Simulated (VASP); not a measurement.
# TiN: optical spectrum with PBE

Crystal: TiN.

```
CELL_PARAMETERS angstrom
0.00000 2.12000 2.12000
2.12000 0.00000 2.12000
2.12000 2.12000 0.00000
ATOMIC_POSITIONS crystal
Ti 0.00000 0.00000 0.00000
N 0.50000 0.50000 0.50000
```

The cell was built by a generator and isn't the measured one.

| Property | Result |
| --- | --- |
| Program | VASP 6.6.1 |
| Task | optical spectrum |
| Functional | PBE |
| Potentials or basis | VASP PAW PBE potentials, release 64 (Ti_sv, N) |
| Cutoff | 520 eV |
| k mesh | 20 × 20 × 20 |
| Occupations | fermi-dirac, width 0.05 eV |
| Spin | no spin polarisation |
| Further INCAR settings | ALGO = Fast; EDIFF = 1e-06; NBANDS = 32 |

```
Pressure               : 1.8 GPa
Band gap on the k mesh : none (metal or under the smearing width)
```

Levels at points of the mesh, in eV from the Fermi level:
```
           k point  band 5  band 6  band 7  band 8  band 9  band 10  band 11  band 12  band 13  band 14
(0.00, 0.00, 0.00)  -17.11   -2.05   -2.05   -2.05   -0.62    -0.62    -0.62     0.58     0.58     5.42
(0.50, 0.00, 0.00)  -14.65   -8.09   -5.49   -5.49    1.68     1.68     2.35     5.73     5.73     6.08
(0.50, 0.50, 0.00)  -15.70   -5.84   -3.24   -3.24   -3.07     1.64     2.38     2.38     3.61    10.63
```

Dielectric function (mean over the directions given):
```tsv
energy (eV)	real part	imaginary part
0.27	27.15	51.26
0.95	4.34	8.11
1.62	6.62	1.75
2.30	8.64	2.04
2.97	10.45	3.20
3.65	8.99	4.75
4.32	7.82	5.70
5.00	7.59	9.56
5.67	4.84	9.75
6.35	2.83	10.85
7.02	0.63	6.98
7.70	-0.53	8.06
8.37	-1.16	6.77
9.05	-1.98	5.40
9.72	-2.69	4.27
10.40	-2.15	2.37
11.07	-1.10	0.91
11.75	0.18	0.71
12.42	0.66	1.72
13.10	0.60	2.01
13.78	0.19	2.46
14.45	-0.08	1.73
15.13	0.16	1.27
15.80	0.56	1.06
16.48	1.34	1.21
17.15	1.11	2.91
17.83	-0.17	1.89
18.50	0.27	1.54
19.18	0.02	1.94
19.99	-0.17	1.34
```

Wall time 98 s on 1 thread of Intel(R) Xeon(R) Platinum 8488C (Sapphire Rapids), on a shared host, peak memory 0.37 GiB.

Caveat: independent-particle spectra lack excitons; the intraband (Drude) part of a metal's response may be missing.
